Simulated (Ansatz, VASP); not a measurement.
# PtSe2: VASP beside Ansatz, part 2 of 2

One calculation is typed for both programs; each brings its own data sets. How far apart do they land? Of the first pair: The structure shown is the start of the Ansatz relaxation below; VASP solves that cell, so the two are compared at the walk's first step.

VASP 6.6.1 and Ansatz 0.2.0.

So far: The structure; Ansatz: relaxation, PBE; VASP: single point, PBE, start cell, pair 1.

## 4. Differences

Known differences besides the potentials themselves: Ansatz cuts the interaction across the vacuum, VASP repeats the sheet with a dipole correction; the data sets hold 50 valence electrons in Ansatz (on its default PAW (the set named soft_2) files) and 22 in VASP; the cutoff is 420 eV in Ansatz and 400 eV in VASP. Total energies have different zeros and are not compared.

Forces (eV/Å; atoms numbered as in POSCAR):

```tsv
atom	Ansatz x, y, z	VASP x, y, z
Pt1	0.000, 0.000, 0.000	0.000, 0.000, 0.000
Se2	0.000, 0.000, -2.009	0.000, 0.000, -2.013
Se3	0.000, 0.000, 2.009	0.000, 0.000, 2.013
```

The forces differ by 2.1 meV/Å r.m.s., which is 0.2 % of the r.m.s. force of 0.949 eV/Å (both taken over all components). With vacuum in the cell, a pressure given here is an average over mostly empty space and none of the material.

## 5. Ansatz: relaxation, PBE

This run makes the geometry at which the two programs are then compared.

The structure compared here is the end of the Ansatz relaxation.

Input file input.yaml:

```yaml
crystal:
  lattice:
    - [3.696, 0.0, 0.0]
    - [-1.848, 3.2008298924, 0.0]
    - [0.0, 0.0, 19.1087798249]
  atoms:
    - { symbol: Pt, position: [0.0, 0.0, 0.5] }
    - { symbol: Se, position: [0.3333333333, 0.6666666667, 0.5813442787] }
    - { symbol: Se, position: [0.6666666667, 0.3333333333, 0.4186557213] }
  periodic: [true, true, false]
kpoints:
  mp_grid: { grid: [6, 6, 1] }
hamiltonian:
  xc: pbe
scf:
  occupations: { method: fermi_dirac, width: 0.02 }
relax:
  f_tol: 0.01
  max_steps: 80
  cell: {}
output:
  write_density: true
  write_potential: true
  elf: true
  volumetric_format: npy
```

On the command line:

```
> ansatz run input.yaml --threads 4 --pin off --max-ram 14745MiB --backend cpu --events-out ev --progress --plain --runs-dir out
```

Numbers of over 12 decimals in the logs are rounded to 6 here.

What it wrote:

```text
[...]
Crystal: 3 atoms, lattice volume = 355.116 Å³
Basis set: ecut = 420 eV, 6977 PW (Γ), exchange–correlation on 50×50×432 points (8 copies of the dense FFT grid, shifted against one another)
Bands: 30, of which v1, the nominal top of the filled ones, is band 25 counted from 1 (24 counted from 0)
Symmetry: 12 space group operations
[...]
° read free of the cell's end (the report's vacuum.weakly_bound_levels)
--- Relaxed structure (5 steps of the walk, 5 accepted, 1 SCFs on fresh bases) ---
[...]
cell:  # Å, volume = 365.5675 Å³
    - [3.749996, 0, 0]
    - [-1.874998, 3.247592, 0]
    - [0, 0, 30.017560]
  atoms:
    - { symbol: Pt, position: [0, 0, 0.318293] }
    - { symbol: Se, position: [0.333333, 0.666667, 0.361792] }
    - { symbol: Se, position: [0.666667, 0.333333, 0.274795] }
[key lines of the parts left out:]
SCF converged after 8 iterations
Free energy (F): -23462.359003 eV
Fermi energy:    -4.907580 eV
P = ½ c Tr σ = 0.0156 N/m
```

## 6. VASP: single point, PBE, relaxed cell, pair 2

The same cell, functional, mesh and smearing now go to VASP, with its own data sets.

Input file INCAR:

```
SYSTEM = PtSe2
PREC = Accurate
ENCUT = 400
EDIFF = 1E-06
NELM = 120
ISMEAR = -1
SIGMA = 0.02
LREAL = .FALSE.
ALGO = Normal
GGA = PE
NBANDS = 17
LASPH = .TRUE.
LORBIT = 11
LWAVE = .FALSE.
LCHARG = .FALSE.
ISIF = 2
LDIPOL = .TRUE.
IDIPOL = 3
DIPOL = 0.5 0.5 0.318
LVHAR = .TRUE.
GGA_COMPAT = .FALSE.
EFERMI = MIDGAP
NELMDL = -8
```

Input file POSCAR:

```
PtSe2
1.0
    3.7499957734      0.0000000000      0.0000000000
   -1.8749978867      3.2475916039      0.0000000000
    0.0000000000      0.0000000000     30.0175596468
Pt Se
1 2
Direct
    0.0000000000      0.0000000000      0.3182933598
    0.3333333333      0.6666666667      0.3617919355
    0.6666666667      0.3333333333      0.2747947841
```

Input file KPOINTS:

```
Automatic mesh
0
Gamma
6 6 1
0 0 0
```

The projector-augmented-wave data sets are Pt and Se (PBE family, release 64).

On the command line:

```
> mpirun -np 1 vasp_std
```

What it wrote:

```text
[... set-up lines as in an earlier step ...]
 entering main loop
       N       E                     dE             d eps       ncg     rms          rms(c)
DAV:   1     0.153436371043E+03    0.15344E+03   -0.60007E+03   246   0.731E+02
DAV:   2     0.187113695625E+01   -0.15157E+03   -0.14521E+03   406   0.140E+02
DAV:   3    -0.149367287660E+02   -0.16808E+02   -0.16740E+02   322   0.616E+01
DAV:   4    -0.151451977669E+02   -0.20847E+00   -0.20811E+00   307   0.837E+00
[...]
DAV:  23    -0.142953554060E+02   -0.51133E-05   -0.27804E-07   220   0.180E-03    0.150E-03
DAV:  24    -0.142953582614E+02   -0.28554E-05   -0.13283E-07   229   0.141E-03    0.289E-04
DAV:  25    -0.142953591897E+02   -0.92831E-06   -0.19637E-08   247   0.661E-04
   1 F= -.14295359E+02 E0= -.14295359E+02  d E =-.244236E-18
```

From OUTCAR (step 6):

```text
  Total       -0.0218776     -0.0218776     -0.0246033     -0.0000000      0.0000000     -0.0000000
  in kB       -0.0958831     -0.0958831     -0.1078293     -0.0000000      0.0000000     -0.0000000
  external PRESSURE =      -0.0998652 kB  Pullay stress =       0.0000000 kB

 POSITION                                       TOTAL-FORCE (eV/Angst)
 -----------------------------------------------------------------------------------
      0.00000      0.00000      9.55439        -0.000000      0.000000      0.000000
     -0.00000      2.16506     10.86011         0.000000      0.000000      0.001232
      1.87500      1.08253      8.24867        -0.000000     -0.000000     -0.001232
 -----------------------------------------------------------------------------------
    total drift:                               -0.000000      0.000000      0.000041

  FREE ENERGIE OF THE ION-ELECTRON SYSTEM (eV)
  ---------------------------------------------------
  free  energy   TOTEN  =       -14.2953591897 eV

  energy  without entropy=      -14.2953591897  energy(sigma->0) =      -14.29535919

[... 1 part as in an earlier step ...]

[... 2 further parts left out ...]
[key lines of the parts left out:]
E-fermi :  -3.0649
```

## 7. Differences

What differs besides the data sets and the points named for the pairs above, as far as they apply: the data sets hold 50 valence electrons in Ansatz (on its default PAW (the set named soft_2) files) and 22 in VASP. Total energies have different zeros and are not compared.

Both answers:

```tsv
quantity	Ansatz	VASP	difference
gap on the k mesh (eV)	1.672	1.663	+0.009
```

A gap on the mesh is an upper bound, since the band edges may lie between its points; neither run holds spin-orbit coupling, which can move the band edges of a compound of Pt. With vacuum in the cell, a pressure given here is an average over mostly empty space and none of the material.

## 8. Summary of results

| Property | Result |
| --- | --- |
| r.m.s. force difference (single point, PBE, start cell, pair 1) | 0.22 % of the r.m.s. force |
| difference in gap on the k mesh (single point, PBE, relaxed cell, pair 2) | 0.0086 eV |

The difference in gap on the k mesh is 0.0086 eV (single point, PBE, relaxed cell, pair 2), within the 0.08 eV picked in this series as the mark of a large difference. The data sets hold unlike numbers of valence electrons (50 in Ansatz and 22 in VASP), so part of the differences comes from the potentials. How closely two codes agree says nothing of how well the functional describes the real material.

[Lines on the potential files, build, host, timing and source positions are cut from VASP's logs without a mark.]

[Logs are printed without paths, hosts, clocks, repeated set-up lines and the standing remarks that a program may print on its own settings, such as how far it seeks lower states.]

[Hosts, paths, dates, database ids (printed as entryN), source tags and the programs' standing remarks are cut or masked in the printed files.]
